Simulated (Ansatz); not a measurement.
## Cu in Ansatz: the effect of strain

Crystal: Cu.

```
Cu
1.0
     1.21846   -3.97638    0.00000
     1.21846    3.97638    0.00000
     0.00000    0.00000    2.37648
Cu
2
Cartesian
  1.2185 -2.9118 1.7824
  1.2185 2.9118 0.5941
```

This isn't the form of Cu at room conditions, which is fcc.

Alike in all runs:

| Quantity | Value |
| --- | --- |
| Program | Ansatz 0.2.0 |
| Task | single point |
| Functional | PBEsol |
| Potentials or basis | Ansatz PAW |
| Cutoff | 420 eV (not typed: the program's choice for these potentials) |
| k mesh | 9 × 9 × 9 |
| Occupations | fermi-dirac, width 0.05 eV |
| Spin | no spin polarisation |
| Kind of strain | uniaxial |

Task: One run gave: pressure 5.7 GPa. Which strain did it use?
A. 0.02
B. -0.01
C. 0
D. -0.04
E. -0.02

Result: D.

| strain | pressure (GPa) |
| --- | --- |
| -0.04 | 5.7 |
| -0.02 | 1.8 |
| -0.01 | 0.1 |
| 0 | -1.5 |
| 0.01 | -2.9 |
| 0.02 | -4.2 |
| 0.04 | -6.5 |

Caveats: the PAW data sets come from PBE, with cores solved anew for the run's functional, which leaves a small shift of forces and pressure.
